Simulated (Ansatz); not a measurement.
## Cold compression of LiBr

```yaml
crystal:
  lattice:
    - [0.00000, 2.75065, 2.75065]
    - [2.75065, 0.00000, 2.75065]
    - [2.75065, 2.75065, 0.00000]
  atoms:
    - { symbol: Li, position: [0.00000, 0.00000, 0.00000] }
    - { symbol: Br, position: [0.50000, 0.50000, 0.50000] }
```

The base volume is that of a database entry, so it needn't be at zero pressure; the structure needn't be the stable phase, at rest or compressed.

Its volume is scaled at fixed shape and fractional positions.

All numbers are PBE results (scalar-relativistic) from Ansatz 0.2.0, with a Γ-centred 9×9×9 k mesh, Fermi–Dirac smearing of 0.03 eV, no spin polarisation. Methods: LAPW: all electrons, basis error target 1 meV/atom; PAW: frozen-core files, cutoff 420 eV.

Energies are extrapolated to zero smearing and count from the unscaled cell; pressure is positive in compression; gaps take the mesh and a band path. No temperature or zero-point motion is included.

```tsv
V/V0	V (Å³/atom)	P LAPW (GPa)	ΔE LAPW (eV/atom)	P PAW − LAPW (GPa)	ΔE PAW − LAPW (meV/atom)	gap (eV)
1.00	20.81	0.14	0.000	0.00	0.0	4.93
0.85	17.69	?	0.054	0.02	0.2	5.69
0.80	16.65	9.66	0.105	0.03	0.3	?
0.65	13.53	28.9	0.452	0.09	1.5	5.74
```

Question: Give the missing entry: row "0.85", column "P LAPW (GPa)".

Answer: 6.22.

Question: Fill in "gap (eV)" for the row "0.80".

Answer: 5.71.

Question: From the table, what is the rise of the enthalpy H = E + pV up to the last row, and how stiff is the crystal between the last two rows?

Answer: ΔH = 0.452 eV + (28.9 GPa × 13.53 Å³ − 0.14 GPa × 20.81 Å³) × 0.006242 eV/(GPa·Å³) = 2.88 eV/atom, of which pV makes 84 %. The mean bulk modulus there is −ΔP/Δln V = 92.8 GPa.

Question: How do the Löwdin populations by LAPW change from the unscaled cell to the last row?

Answer: Br 4s 1.88 → 1.83 electrons an atom. These are projections on the shells that the free atoms fill; 0.06 e a cell lies outside them at the start and 0.09 e at the end.
